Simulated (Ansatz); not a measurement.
# Bi2Te3: the cost of one run

Method: DFT PBE, scalar-relativistic, in Ansatz 0.2.0.

### 1 The structure to begin with

The structure is trigonal, space group R-3m (No. 166). Conventional cell: a = 4.386 Å, b = 4.386 Å, c = 30.497 Å, α = 90.00°, β = 90.00°, γ = 120.00°. Around Bi (site symmetry 3m) lie 6 Te at 3.07 to 3.25 Å. Te (site symmetry -3m) has 6 Bi at 3.25 Å as nearest neighbours. Te (site symmetry 3m) has 3 Bi at 3.07 Å as nearest neighbours.

Coordinates:

```xyz
5
Lattice="2.1930 1.2661 10.1657 -2.1930 1.2661 10.1657 0.0000 -2.5323 10.1657" Properties=species:S:1:pos:R:3 pbc="T T T"
Bi    0.0000    0.0000   12.1988
Bi    0.0000    0.0000   18.2982
Te    0.0000    0.0000    0.0000
Te    0.0000    0.0000    6.3891
Te    0.0000    0.0000   24.1079
```

Atoms are numbered in the order of the input: Bi1, Bi2, Te3, Te4, Te5.

### 2 The deformed structure

Space group R-3m before, P-1 after.

### 3 Full-potential LAPW

The input, input.yaml:

```yaml
crystal:
  lattice:
    - [2.307318553, 1.3897161683, 10.2002613002]
    - [-2.0786825638, 1.3458561571, 10.156401289]
    - [0.0763341108, -2.4306022254, 10.1403474108]
  atoms:
    - { symbol: Bi, position: [0.4, 0.4, 0.4] }
    - { symbol: Bi, position: [0.6, 0.6, 0.6] }
    - { symbol: Te, position: [0.0, 0.0, 0.0] }
    - { symbol: Te, position: [0.2095, 0.2095, 0.2095] }
    - { symbol: Te, position: [0.7905, 0.7905, 0.7905] }
kpoints:
  mp_grid: { grid: [7, 7, 7] }
  band_path:
    path:
      - [0.0, 0.0, 0.0]
      - [-0.5, -0.5, -0.5]
      - [0.5, 0.0, 0.0]
      - [0.0, 0.0, 0.0]
      - [0.0, 0.0, 0.5]
      - [0.0, -0.5, 0.0]
      - [0.0, 0.0, 0.0]
      - [0.5, 0.0, 0.5]
      - [-0.5, -0.5, 0.0]
    npoints: 5
scf:
  occupations: { method: fermi_dirac, width: 0.08 }
hamiltonian:
  xc: pbe
  pseudopotentials: { kind: all_electron, lapw: { basis_error: 0.001 } }
output:
  forces: true
  stress: true
  eigenvalues: true
```

Launch:

```sh
ansatz run input.yaml --threads 2 --pin off --max-ram 6144MiB --backend cpu --events-out ev --progress --plain --runs-dir out
```

What time and memory should one allow on 2 threads of Intel Xeon 6975P-C (Granite Rapids), shared host?

About 2 min, with a peak of 2.4 GiB.
